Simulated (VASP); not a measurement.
From VASP inputs to Ansatz: BeTe (CsCl)

INCAR

```
GGA = PS
LASPH = .TRUE.
ENCUT = 520
LCHARG = .FALSE.
NSW = 0
ISIF = 2
LREAL = .FALSE.
IBRION = -1
NBANDS = 11
EDIFF = 1E-7
NELM = 120
LWAVE = .FALSE.
PREC = Accurate
SIGMA = 0.02
ISMEAR = -1
```

KPOINTS

```
KPOINTS created by Atomic Simulation Environment
0
Gamma
8 8 8
0 0 0
```

KPOINTS_OPT

```
special points
7
Reciprocal
0.0000000000 0.0000000000 0.0000000000 1
0.0000000000 0.5000000000 0.0000000000 1
0.5000000000 0.5000000000 0.0000000000 1
0.5000000000 0.5000000000 0.5000000000 1
0.1500000000 0.5000000000 0.0000000000 1
0.5000000000 0.5000000000 0.3000000000 1
0.0000000000 0.2500000000 0.3750000000 1
```

POSCAR

```
Be Te
 1.0000000000000000
     3.3650594852277229    0.0000000000000000   -0.0000000000000000
    -0.0000000000000000    3.3650594852277229    0.0000000000000000
     0.0000000000000000    0.0000000000000000    3.3650594852277229
 Be  Te
   1   1
Cartesian
 -0.0000000000000000  0.0000000000000000  0.0000000000000000
  1.6825297426138615  1.6825297426138615  1.6825297426138615
```

VASP ran with the recommended PBE PAW datasets (8 valence electrons in the cell).

Problem. Write an Ansatz input for this cell and level of theory.

Solution. 

```yaml
crystal:
  lattice:
    - [3.3650594852, 0.0, 0.0]
    - [0.0, 3.3650594852, 0.0]
    - [0.0, 0.0, 3.3650594852]
  atoms:
    - { symbol: Be, position: [0.0, 0.0, 0.0] }
    - { symbol: Te, position: [0.5, 0.5, 0.5] }
kpoints:
  mp_grid: { grid: [8, 8, 8] }
  band_path:
    path:
      - [0.0, 0.0, 0.0]
      - [0.0, 0.5, 0.0]
      - [0.5, 0.5, 0.0]
      - [0.5, 0.5, 0.5]
      - [0.15, 0.5, 0.0]
      - [0.5, 0.5, 0.3]
      - [0.0, 0.25, 0.375]
    npoints: 1
hamiltonian:
  xc: pbesol
scf:
  occupations: { method: fermi_dirac, width: 0.02 }
  n_extra_bands: 4
output:
  forces: true
  stress: true
  eigenvalues: true
```

Other inputs would serve too.

```
                                                        VASP                             Ansatz
gap between bands v and c  -2.63 eV (bands overlap: a metal)  -2.63 eV (bands overlap: a metal)
         least direct gap                            0.14 eV                            0.14 eV
                 pressure                           -2.5 GPa                           -2.6 GPa
```

The two codes use different PAW datasets and cutoffs. VASP's cell holds 8 valence electrons and Ansatz's 18. Ansatz's stress includes a Pulay correction; VASP's doesn't.
